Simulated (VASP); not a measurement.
## AgCl (Chlorargyrite): how cutoff and mesh change the relaxed cell

Aim: test the relaxed volume of AgCl (Chlorargyrite) against cutoff and mesh. The starting structure is a measured crystal structure from the Crystallography Open Database.

Program: VASP 6.6.1. Level of theory: Kohn-Sham DFT with plane waves and PAW; PBEsol. Results are calculated unless marked as measured.

The database entry behind the starting cell differs from later determinations by our own check (an axis about 1.4 % short against later determinations), so it need not match the best structure at ambient conditions.

## 1. Starting point

Symmetry: Fm-3m, No. 225, cubic system. Conventional cell: a = 5.470 Å, b = 5.470 Å, c = 5.470 Å, α = 90.00°, β = 90.00°, γ = 90.00°. Nearest to Ag lie 6 Cl at 2.73 Å. Nearest to Cl lie 6 Ag at 2.73 Å. Farther neighbours and most contacts between anions are not listed.

Structure file:

```xyz
2
Lattice="0.0000 2.7350 2.7350 2.7350 0.0000 2.7350 2.7350 2.7350 0.0000" Properties=species:S:1:pos:R:3 pbc="T T T"
Ag    0.0000    0.0000    0.0000
Cl    2.7350    2.7350    2.7350
```

## 2. Reference relaxation

Contents of INCAR:

```
SYSTEM = AgCl
PREC = Accurate
ENCUT = 450
EDIFF = 1E-06
NELM = 100
ISMEAR = 0
SIGMA = 0.03
LREAL = .FALSE.
ALGO = Normal
GGA = PS
NBANDS = 15
LORBIT = 11
LWAVE = .FALSE.
LCHARG = .FALSE.
KPAR = 2
IBRION = 2
NSW = 50
ISIF = 3
EDIFFG = -0.01
```

Contents of POSCAR:

```
AgCl
1.0
    0.0000000000      2.7350000000      2.7350000000
    2.7350000000      0.0000000000      2.7350000000
    2.7350000000      2.7350000000      0.0000000000
Ag Cl
1 1
Direct
    0.0000000000      0.0000000000      0.0000000000
    0.5000000000      0.5000000000      0.5000000000
```

Contents of KPOINTS:

```
Automatic mesh
0
Gamma
8 8 8
0 0 0
```

PAW data sets: Ag and Cl (PBE family, release 64).

The run is started by

```
mpirun -np 2 vasp_std
```

The log of the run:

```text
[banner, memory and clock lines left out]
running    2 mpi-ranks, on    1 nodes
 distrk:  each k-point on    1 cores,    2 groups
 distr:  one band on    1 cores,    1 groups

 POSCAR found type information on POSCAR AgCl
 POSCAR found :  2 types and       2 ions
|                                                                             |
|               ----> ADVICE to this user running VASP <----                  |
|                                                                             |
|     You enforced a specific xc type in the INCAR file but a different       |
|     [... a line on the potential file left out ...]
|     I HOPE YOU KNOW WHAT YOU ARE DOING!                                     |
|                                                                             |

 LDA part: xc-table for (Slater+PW92), standard interpolation
 POSCAR, INCAR and KPOINTS ok, starting setup
 FFT: planning ... GRIDC
 FFT: planning ... GRID_SOFT
 FFT: planning ... GRID
 WAVECAR not read
 entering main loop
       N       E                     dE             d eps       ncg     rms          rms(c)
DAV:   1     0.903009465085E+02    0.90301E+02   -0.79621E+03   902   0.956E+02
DAV:   2    -0.292834203677E+01   -0.93229E+02   -0.85726E+02  1059   0.219E+02
DAV:   3    -0.619773721739E+01   -0.32694E+01   -0.32618E+01  1038   0.433E+01
DAV:   4    -0.622001220283E+01   -0.22275E-01   -0.22273E-01  1122   0.391E+00
DAV:   5    -0.622029924836E+01   -0.28705E-03   -0.28704E-03  1066   0.433E-01    0.723E+00
DAV:   6    -0.606437269871E+01    0.15593E+00   -0.30188E-01  1133   0.754E+00    0.466E+00
DAV:   7    -0.606157582018E+01    0.27969E-02   -0.68513E-02   954   0.184E+00    0.206E+00
DAV:   8    -0.606020763570E+01    0.13682E-02   -0.38269E-03  1073   0.672E-01    0.303E-01
DAV:   9    -0.606017610497E+01    0.31531E-04   -0.40076E-04  1178   0.272E-01    0.455E-02
DAV:  10    -0.606019950231E+01   -0.23397E-04   -0.35740E-05  1024   0.562E-02    0.131E-02
DAV:  11    -0.606020279669E+01   -0.32944E-05   -0.25191E-06  1094   0.133E-02    0.213E-03
DAV:  12    -0.606020281215E+01   -0.15454E-07   -0.18169E-07   673   0.371E-03
   1 F= -.60602028E+01 E0= -.60602028E+01  d E =-.606020E+01
 curvature:   0.00 expect dE= 0.000E+00 dE for cont linesearch  0.000E+00
 trial: gam= 0.00000 g(F)=  0.150E-61 g(S)=  0.279E-02 ort = 0.000E+00 (trialstep = 0.100E+01)
 search vector abs. value=  0.279E-02
 bond charge predicted
       N       E                     dE             d eps       ncg     rms          rms(c)
DAV:   1    -0.609845576580E+01   -0.38253E-01   -0.61648E-01   870   0.789E+00    0.129E+00
DAV:   2    -0.606389514190E+01    0.34561E-01   -0.87701E-02   870   0.331E+00    0.400E-01
DAV:   3    -0.606172335680E+01    0.21718E-02   -0.56404E-03  1038   0.546E-01    0.267E-01
DAV:   4    -0.606158105098E+01    0.14231E-03   -0.21939E-04  1038   0.109E-01    0.110E-01
DAV:   5    -0.606157441401E+01    0.66370E-05   -0.26399E-05   976   0.732E-02    0.153E-02
DAV:   6    -0.606157579975E+01   -0.13857E-05   -0.94648E-06  1024   0.333E-02    0.647E-03
DAV:   7    -0.606157536030E+01    0.43945E-06   -0.75067E-07   512   0.741E-03
   2 F= -.60615754E+01 E0= -.60615754E+01  d E =-.137255E-02
 trial-energy change:   -0.001373  1 .order   -0.001347   -0.002794    0.000100
 step:   0.9671(harm=  0.9654)  dis= 0.00000  next Energy=    -6.061577 (dE=-0.137E-02)
 reached required accuracy - stopping structural energy minimisation
```

Wall time 30 s (2 MPI ranks of AMD EPYC 7R43, shared host); peak memory 0.26 GiB.

Lines that name or quote the potential files are left out of all logs, and their timing lines are given in words.

Parts of OUTCAR (step 2):

```text
ion  position               nearest neighbor table
   1  0.000  0.000  0.000-   2 2.73   2 2.73   2 2.73   2 2.73   2 2.73   2 2.73
   2  0.500  0.500  0.500-   1 2.73   1 2.73   1 2.73   1 2.73   1 2.73   1 2.73

  LATTYP: Found a face centered cubic cell.
 ALAT       =     5.4700000000

 Subroutine GETGRP returns: Found 48 space group operations
 (whereof 48 operations were pure point group operations)

The static configuration has the point symmetry O_h .

 Found     29 irreducible k-points:

   k-points           NKPTS =     29   k-points in BZ     NKDIM =     29   number of bands    NBANDS=     15

   dimension x,y,z NGX =    28 NGY =   28 NGZ =   28
   dimension x,y,z NGXF=    56 NGYF=   56 NGZF=   56

   ENCUT  =  450.0 eV  33.07 Ry    5.75 a.u.   6.69  6.69  6.69*2*pi/ulx,y,z

   NELECT =      18.0000    total number of electrons

 k-points in reciprocal lattice and weights: Automatic mesh
   0.00000000  0.00000000  0.00000000       0.002
   0.12500000  0.00000000  0.00000000       0.016
   0.25000000  0.00000000  0.00000000       0.016
   0.37500000  0.00000000  0.00000000       0.016
   0.50000000  0.00000000  0.00000000       0.008
   0.12500000  0.12500000  0.00000000       0.012
   0.25000000  0.12500000  0.00000000       0.047
   0.37500000  0.12500000  0.00000000       0.047
   0.50000000  0.12500000  0.00000000       0.047
[...]
-0.37500000  0.50000000  0.12500000       0.023
  -0.25000000  0.50000000  0.25000000       0.012

 average (electrostatic) potential at core
       1 -72.5377       2 -91.2353

 E-fermi :   4.6525

 k-point     1 :       0.0000    0.0000    0.0000
  band No.  band energies     occupation
    ...
      5       1.7688      2.00000
      6       1.7688      2.00000
      7       1.8755      2.00000
      8       1.8755      2.00000
      9       1.8755      2.00000
     10       5.1652      0.00000
     11      15.1675      0.00000
     12      15.1675      0.00000
     13      15.1675      0.00000
     14      16.4351      0.00000
    ...

 k-point     2 :       0.1250    0.0000    0.0000
  band No.  band energies     occupation
    ...
      5       1.7885      2.00000
      6       1.7885      2.00000
      7       2.0500      2.00000
      8       2.7005      2.00000
      9       2.7005      2.00000
     10       5.9315      0.00000
     11      13.7318      0.00000
     12      14.8476      0.00000
     13      14.8476      0.00000
     14      16.4912      0.00000
    ...

 k-point     3 :       0.2500    0.0000    0.0000
  band No.  band energies     occupation
    ...
      5       1.9363      2.00000
      6       1.9363      2.00000
      7       2.2188      2.00000
      8       3.5429      2.00000
      9       3.5429      2.00000
     10       7.2906      0.00000
     11      12.0915      0.00000
     12      13.4966      0.00000
     13      13.4966      0.00000
     14      16.6586      0.00000
    ...

  Total        0.0070391      0.0070391      0.0070391      0.0000000     -0.0000000     -0.0000000
  in kB        0.2795880      0.2795880      0.2795880      0.0000000     -0.0000000     -0.0000000
  external PRESSURE =       0.2795880 kB  Pullay stress =       0.0000000 kB

  energy-cutoff  :      450.00
  volume of cell :       40.34
      direct lattice vectors                 reciprocal lattice vectors
     0.000000000  2.722036044  2.722036044    -0.183686032  0.183686032  0.183686032
     2.722036044  0.000000000  2.722036044     0.183686032 -0.183686032  0.183686032
     2.722036044  2.722036044  0.000000000     0.183686032  0.183686032 -0.183686032

 POSITION                                       TOTAL-FORCE (eV/Angst)
 -----------------------------------------------------------------------------------
      2.72204      2.72204      5.44407        -0.000000      0.000000      0.000000
      2.72204      2.72204      2.72204         0.000000     -0.000000     -0.000000
 -----------------------------------------------------------------------------------
    total drift:                                0.000000      0.000000      0.000000

  FREE ENERGIE OF THE ION-ELECTRON SYSTEM (eV)
  ---------------------------------------------------
  free  energy   TOTEN  =        -6.0615753603 eV

  energy  without entropy=       -6.0615753603  energy(sigma->0) =       -6.06157536

 reached required accuracy - stopping structural energy minimisation

 total charge
# of ion       s       p       d       tot
------------------------------------------
    1        0.217   0.163   9.358   9.738
    2        1.594   3.442   0.000   5.036
--------------------------------------------------
tot          1.811   3.604   9.358  14.774

[... 3 further parts left out ...]
```

CONTCAR:

```
AgCl
   1.00000000000000
     0.0000000000000000    2.7220360441481826    2.7220360441481826
     2.7220360441481826    0.0000000000000000    2.7220360441481826
     2.7220360441481826    2.7220360441481826    0.0000000000000000
  Ag              Cl
     1     1
Direct
     1.0000000000000000    1.0000000000000000    0.0000000000000000
     0.5000000000000000    0.5000000000000000    0.5000000000000000
```

The PAW data sets were made with PBE, which is usual practice but a small mismatch for other functionals. The run keeps the 48 symmetry operations of its start, so it cannot find a distortion of lower symmetry.

The reference relaxation ends at 20.169 Å³ an atom.

## 3. Relaxation with a cutoff of 260 eV

Against step 2 the input has ENCUT = 260. This run starts from the cell of an earlier relaxation, which isn't shown; the restart sets up the plane waves anew.

INCAR, as its differences from that of step 2:

```diff
@@ -2,3 +2,3 @@
 PREC = Accurate
-ENCUT = 450
+ENCUT = 260
 EDIFF = 1E-06
```

Contents of POSCAR:

```
AgCl
1.0
    0.0000000000      2.7032176605      2.7032176605
    2.7032176605      0.0000000000      2.7032176605
    2.7032176605      2.7032176605      0.0000000000
Ag Cl
1 1
Direct
    0.0000000000      0.0000000000      0.0000000000
    0.5000000000      0.5000000000      0.5000000000
```

KPOINTS is that of step 2.

The run is started by

```
mpirun -np 2 vasp_std
```

The log of the run:

```text
[banner, memory and clock lines left out]
running    2 mpi-ranks, on    1 nodes
[...]
[... a notice as in an earlier step ...]

 LDA part: xc-table for (Slater+PW92), standard interpolation
 POSCAR, INCAR and KPOINTS ok, starting setup
[...]
entering main loop
       N       E                     dE             d eps       ncg     rms          rms(c)
DAV:   1     0.555573725817E+02    0.55557E+02   -0.58324E+03   966   0.601E+02
DAV:   2    -0.470668143607E+01   -0.60264E+02   -0.56447E+02  1087   0.168E+02
DAV:   3    -0.619571179239E+01   -0.14890E+01   -0.14870E+01  1073   0.277E+01
DAV:   4    -0.620391453860E+01   -0.82027E-02   -0.82023E-02  1108   0.218E+00
[...]
DAV:  10    -0.604882222393E+01   -0.15295E-04   -0.17251E-05  1066   0.412E-02    0.172E-02
DAV:  11    -0.604882705929E+01   -0.48354E-05   -0.43249E-06  1017   0.177E-02    0.446E-03
DAV:  12    -0.604882709780E+01   -0.38510E-07   -0.25503E-07   610   0.452E-03
   1 F= -.60488271E+01 E0= -.60488271E+01  d E =-.604883E+01
[...]
DAV:   4    -0.604924817331E+01    0.64384E-04   -0.11516E-04  1066   0.718E-02    0.842E-02
DAV:   5    -0.604925191851E+01   -0.37452E-05   -0.13887E-05   970   0.523E-02    0.849E-03
DAV:   6    -0.604925236604E+01   -0.44753E-06   -0.42464E-06  1017   0.222E-02
   2 F= -.60492524E+01 E0= -.60492524E+01  d E =-.425268E-03
 trial-energy change:   -0.000425  1 .order   -0.000457   -0.001459    0.000545
 step:   0.7084(harm=  0.7282)  dis= 0.00000  next Energy=    -6.049333 (dE=-0.505E-03)
[...]
N       E                     dE             d eps       ncg     rms          rms(c)
DAV:   1    -0.605093972329E+01   -0.16878E-02   -0.26676E-02   870   0.163E+00    0.264E-01
DAV:   2    -0.604946301490E+01    0.14767E-02   -0.35716E-03   870   0.678E-01    0.901E-02
DAV:   3    -0.604936057989E+01    0.10244E-03   -0.25384E-04  1052   0.119E-01    0.621E-02
DAV:   4    -0.604934907232E+01    0.11508E-04   -0.98187E-06  1038   0.222E-02    0.238E-02
DAV:   5    -0.604934534695E+01    0.37254E-05   -0.12819E-06   724   0.175E-02    0.244E-03
DAV:   6    -0.604934535736E+01   -0.10408E-07   -0.56959E-07   512   0.815E-03
   3 F= -.60493454E+01 E0= -.60493454E+01  d E =-.518260E-03
[...]
reached required accuracy - stopping structural energy minimisation
```

It took 7.6 s on 2 MPI ranks; peak memory 0.19 GiB.

OUTCAR, selected parts (step 3):

```text
  Total        0.0045881      0.0045881      0.0045881      0.0000000      0.0000000     -0.0000000
  in kB        0.1874285      0.1874285      0.1874285      0.0000000      0.0000000     -0.0000000
  external PRESSURE =       0.1874285 kB  Pullay stress =       0.0000000 kB

 POSITION                                       TOTAL-FORCE (eV/Angst)
 -----------------------------------------------------------------------------------
      0.00000      0.00000      0.00000         0.000000     -0.000000      0.000000
      2.69666      2.69666      2.69666         0.000000      0.000000     -0.000000
 -----------------------------------------------------------------------------------
    total drift:                                0.000000     -0.000000      0.000000

  FREE ENERGIE OF THE ION-ELECTRON SYSTEM (eV)
  ---------------------------------------------------
  free  energy   TOTEN  =        -6.0493453574 eV

  energy  without entropy=       -6.0493453574  energy(sigma->0) =       -6.04934536

[... 2 parts as in an earlier step ...]

[... 2 further parts left out ...]
[key lines of the parts left out:]
E-fermi :   5.0342
```

With a cutoff of 260 eV the cell ends at 19.610 Å³ an atom, -2.77 % from the reference.

## 4. Relaxation with a 4×4×4 mesh

Against step 2 the input has a 4×4×4 mesh.

INCAR, as its differences from that of step 3:

```diff
@@ -2,3 +2,3 @@
 PREC = Accurate
-ENCUT = 260
+ENCUT = 450
 EDIFF = 1E-06
```

Contents of POSCAR:

```
AgCl
1.0
    0.0000000000      2.7350000000      2.7350000000
    2.7350000000      0.0000000000      2.7350000000
    2.7350000000      2.7350000000      0.0000000000
Ag Cl
1 1
Direct
    0.0000000000      0.0000000000      0.0000000000
    0.5000000000      0.5000000000      0.5000000000
```

Contents of KPOINTS:

```
Automatic mesh
0
Gamma
4 4 4
0 0 0
```

The run is started by

```
mpirun -np 2 vasp_std
```

The log of the run:

```text
[... set-up lines as in an earlier step ...]
 entering main loop
       N       E                     dE             d eps       ncg     rms          rms(c)
DAV:   1     0.946395362735E+02    0.94640E+02   -0.82562E+03   248   0.990E+02
DAV:   2    -0.285663641536E+01   -0.97496E+02   -0.90101E+02   303   0.220E+02
DAV:   3    -0.618252204512E+01   -0.33259E+01   -0.33199E+01   282   0.442E+01
DAV:   4    -0.620640468063E+01   -0.23883E-01   -0.23881E-01   324   0.406E+00
[...]
DAV:  10    -0.604390713527E+01   -0.23969E-04   -0.35454E-05   261   0.577E-02    0.147E-02
DAV:  11    -0.604391109573E+01   -0.39605E-05   -0.33491E-06   303   0.153E-02    0.273E-03
DAV:  12    -0.604391110139E+01   -0.56514E-08   -0.32969E-07   211   0.471E-03
   1 F= -.60439111E+01 E0= -.60439111E+01  d E =-.604391E+01
[...]
N       E                     dE             d eps       ncg     rms          rms(c)
DAV:   1    -0.606395997176E+01   -0.20049E-01   -0.32627E-01   240   0.570E+00    0.928E-01
DAV:   2    -0.604587390697E+01    0.18086E-01   -0.45519E-02   240   0.236E+00    0.294E-01
DAV:   3    -0.604470084423E+01    0.11731E-02   -0.30545E-03   268   0.408E-01    0.196E-01
DAV:   4    -0.604462857092E+01    0.72273E-04   -0.11279E-04   254   0.780E-02    0.791E-02
DAV:   5    -0.604462760602E+01    0.96490E-06   -0.14541E-05   276   0.522E-02    0.994E-03
DAV:   6    -0.604462831903E+01   -0.71301E-06   -0.48273E-06   268   0.238E-02
   2 F= -.60446283E+01 E0= -.60446283E+01  d E =-.717218E-03
 trial-energy change:   -0.000717  1 .order   -0.000766   -0.001478   -0.000054
 step:   1.0484(harm=  1.0379)  dis= 0.00000  next Energy=    -6.044630 (dE=-0.719E-03)
 reached required accuracy - stopping structural energy minimisation
```

Elapsed: 6.2 s, on 2 MPI ranks; peak memory 0.24 GiB.

OUTCAR, selected parts (step 4):

```text
  Total       -0.0052250     -0.0052250     -0.0052250      0.0000000      0.0000000     -0.0000000
  in kB       -0.2067254     -0.2067254     -0.2067254      0.0000000      0.0000000     -0.0000000
  external PRESSURE =      -0.2067254 kB  Pullay stress =       0.0000000 kB

 POSITION                                       TOTAL-FORCE (eV/Angst)
 -----------------------------------------------------------------------------------
      2.72557      2.72557      5.45114        -0.000000     -0.000000     -0.000000
      2.72557      2.72557      2.72557         0.000000      0.000000      0.000000
 -----------------------------------------------------------------------------------
    total drift:                                0.000000      0.000000      0.000000

  FREE ENERGIE OF THE ION-ELECTRON SYSTEM (eV)
  ---------------------------------------------------
  free  energy   TOTEN  =        -6.0446283190 eV

  energy  without entropy=       -6.0446283190  energy(sigma->0) =       -6.04462832

[... 1 part as in an earlier step ...]

[... 3 further parts left out ...]
[key lines of the parts left out:]
E-fermi :   4.5881
```

With a 4×4×4 mesh the cell ends at 20.248 Å³ an atom, +0.39 % from the reference.

(Part 1 of 2 ends here.)

[Lines on the potential files, build, host, timing and source positions are cut from VASP's logs without a mark.]

[Logs are printed without paths, hosts, clocks, repeated set-up lines and the standing remarks that a program may print on its own settings, such as how far it seeks lower states.]

[Hosts, paths, dates, database ids (printed as entryN), source tags and the programs' standing remarks are cut or masked in the printed files.]
